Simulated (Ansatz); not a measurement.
# WS2: the cost of one run

Method: DFT PBE+D3(BJ), scalar-relativistic, plane waves, PAW, in Ansatz 0.2.0.

### Step 1. The structure to begin with

The structure is monoclinic, space group C2/m (No. 12). The conventional cell has a = 5.472 Å, b = 3.160 Å, c = 23.804 Å, α = 90.00°, β = 90.00°, γ = 90.00°. Around S (site symmetry m) lie 3 W at 2.41 Å. W (site symmetry m) has 6 S at 2.41 Å in its first shell of neighbours.

Coordinates:

```
S W
1.0
     3.15955    0.00000    0.00000
    -1.57977    2.73625    0.00000
     0.00000    0.00000   23.80426
S W
4 2
Direct
  0.33333 0.66667 0.18904
  0.33333 0.66667 0.32146
  0.83333 0.66667 0.44497
  0.83333 0.66667 0.57739
  0.66667 0.33333 0.25525
  0.50000 0.00000 0.51118
```

This is the geometry of the first run shown, built on a cell relaxed beforehand with the same method.

### Step 2. What is varied

Atoms count from 1 in the order of the input.

The upper layer of a bilayer is slid along a line and lifted, both layers rigid.

First coordinate, slide of the upper layer along the first surface vector, from S4 above S3: 6 values from 0.00 to 2.63 Å, periodic. Second coordinate, distance between the facing planes of atoms: 6 values from 2.94 to 4.74 Å.

Nothing else is relaxed. Energies count from the two layers apart. Points are written as (first, second).

### Step 3. Grid point (1.58 Å, 2.94 Å)

A dipole layer in the vacuum cancels the field that periodic copies would set up if the slab's two faces differ.

The input, input.yaml:

```yaml
crystal:
  lattice:
    - [3.1595457497, 0.0, 0.0]
    - [-1.5797728749, 2.7362468836, 0.0]
    - [0.0, 0.0, 23.8042575719]
  atoms:
    - { symbol: S, position: [0.3333333333, 0.6666666667, 0.1890418126] }
    - { symbol: W, position: [0.6666666667, 0.3333333333, 0.2552511581] }
    - { symbol: S, position: [0.3333333333, 0.6666666667, 0.3214605103] }
    - { symbol: S, position: [0.8333333333, 0.6666666667, 0.4449678279] }
    - { symbol: W, position: [0.5, 1.0, 0.5111771733] }
    - { symbol: S, position: [0.8333333333, 0.6666666667, 0.5773865255] }
basis:
  ecutwfc: 420
kpoints:
  mp_grid: { grid: [9, 9, 1] }
hamiltonian:
  xc: pbe
  pseudopotentials: { kind: paw, azcp: { folder: soft_1 } }
  dispersion: d3bj
scf:
  occupations: { method: gaussian, width: 0.05 }
output:
  forces: true
  eigenvalues: true
efield:
  axis: 3
  dipole_correction: true
  ramp_width: 0.04
```

Command:

```sh
$ ansatz run input.yaml --threads 1 --pin off --max-ram 3072MiB --backend cpu --events-out ev --progress --plain --runs-dir out
```

Q: Estimate wall time and peak memory on 1 thread of Arm Neoverse V1, shared host.

About 22 s, with a peak of 0.41 GiB.
